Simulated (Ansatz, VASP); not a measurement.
**One calculation of SiC, two programs**

Contents of INCAR:

```
SYSTEM = SiC
  PREC = Accurate
  ENCUT = 520
  EDIFF = 1E-7
  ISMEAR = -1
  SIGMA = 0.05
  LREAL = .FALSE.
  LASPH = .TRUE.
  NELM = 100
  ALGO = Normal
  ISIF = 2
  LWAVE = .FALSE.
  LCHARG = .FALSE.
  GGA = PE
  NBANDS = 11
```

File KPOINTS:

```
Automatic mesh
0
G
  15 15 15
  0 0 0
```

File POSCAR:

```
SiC
1.0
    0.0000000000      1.8871619238      1.8871619238
    1.8871619238      0.0000000000      1.8871619238
    1.8871619238      1.8871619238      0.0000000000
Si C
1 1
Direct
    0.0000000000      0.0000000000      0.0000000000
    0.2500000000      0.2500000000      0.2500000000
```

Input for Ansatz:

```yaml
crystal:
  lattice:
    - [0.0, 1.8871619238, 1.8871619238]
    - [1.8871619238, 0.0, 1.8871619238]
    - [1.8871619238, 1.8871619238, 0.0]
  atoms:
    - { symbol: Si, position: [0.0, 0.0, 0.0] }
    - { symbol: C, position: [0.25, 0.25, 0.25] }
kpoints:
  mp_grid: { grid: [15, 15, 15] }
scf:
  occupations: { method: fermi_dirac, width: 0.05 }
hamiltonian:
  xc: pbe
  pseudopotentials: { kind: all_electron, lapw: { basis_error: 0.001 } }
output:
  forces: true
  stress: true
  eigenvalues: true
  populations: true
```

Change from the starting cell: volume scaled by 0.64, LAPW.

Alike in both runs: task single point; functional PBE; k mesh 15 × 15 × 15; occupations fermi-dirac, width 0.05 eV; no spin polarisation.

|  | VASP | Ansatz |
| --- | --- | --- |
| version | VASP 6.6.1 | Ansatz 0.2.0 |
| potentials or method | VASP PAW PBE potentials, release 64 (Si, C) | all-electron LAPW, scalar-relativistic |
| plane-wave cutoff (eV) | 520 | see its input |

```csv
,VASP,Ansatz,Ansatz less VASP
pressure (GPa),218.9,218.7,-0.22
```

Ansatz ran all-electron here, so the differences hold the error of VASP's frozen core and of both bases.

Caveats: the cell as given lies far from equilibrium; so large a pressure means that the cell lies far from this level's equilibrium, or that cutoff or potentials fall short (VASP); an odd mesh through Γ misses points on the zone boundary, where band edges often lie.
